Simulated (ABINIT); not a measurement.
A run of ABINIT 10.8.3 (patched build) is set up as follows.

The input run.abi:

```
ndtset 7
getwfk -1
scalecart1 3*0.9795861087
scalecart2 3*0.9864848297
scalecart3 3*0.9932883884
scalecart4 3*1.0000000000
scalecart5 3*1.0066227096
scalecart6 3*1.0131594038
scalecart7 3*1.0196128224

pp_dirpath "./"
pseudos "Au.LDA_PW-JTH.xml"

acell 5.4384893002 5.4384893002 5.4384893002
rprim
     0.0000000000     0.7071067812     0.7071067812
     0.7071067812     0.0000000000     0.7071067812
     0.7071067812     0.7071067812     0.0000000000
ntypat 1
znucl 79
natom 1
typat 1
xred
     0.0000000000     0.0000000000     0.0000000000

ecut 25.0
pawecutdg 47.0

kptopt 1
ngkpt 11 11 11
nshiftk 1
shiftk 0.0 0.0 0.0

ixc 7

nband 10
occopt 3
tsmear 0.05 eV

nstep 100
tolvrs 1.0e-9

iomode 3
prtwf 1
prtden 0
prteig 0
prtebands 0
```

Potentials or basis: JTH PAW LDA v2.0.

The run is started by

```sh
$ abinit run.abi > log 2>&1
```

Question: What does it give for the bulk modulus?

Answer: 196 GPa.

Question: Predict the pressure derivative of the bulk modulus.

Answer: 5.8.

Question: Estimate the equilibrium volume.

Answer: 16.60 Å³/atom.

Energy against volume, from the lowest point:
```csv
volume (Å³/atom),energy (meV/atom)
15.843,23.11
16.181,6.57
16.518,0.00
16.855,2.11
17.192,11.77
17.529,27.98
17.866,49.91
```

Caveat: pressures at fixed basis lie under the slope of the energies. LDA usually gives volumes a few per cent too small.

**Experimental background.**

“Exploring toroidal anvil profiles for larger sample volumes above 4 Mbar”, 2024, pmc:11102561 quotes, for a bulk crystal of Au: bulk modulus 167 GPa.

Measured bulk modulus of Au: 167 GPa (quoted in “Exploring toroidal anvil profiles for larger sample volumes above 4 Mbar”, 2024, pmc:11102561). This calculation gives 196 GPa (+17.5 %). The fit is for a static lattice scaled at fixed shape and fixed fractional positions.
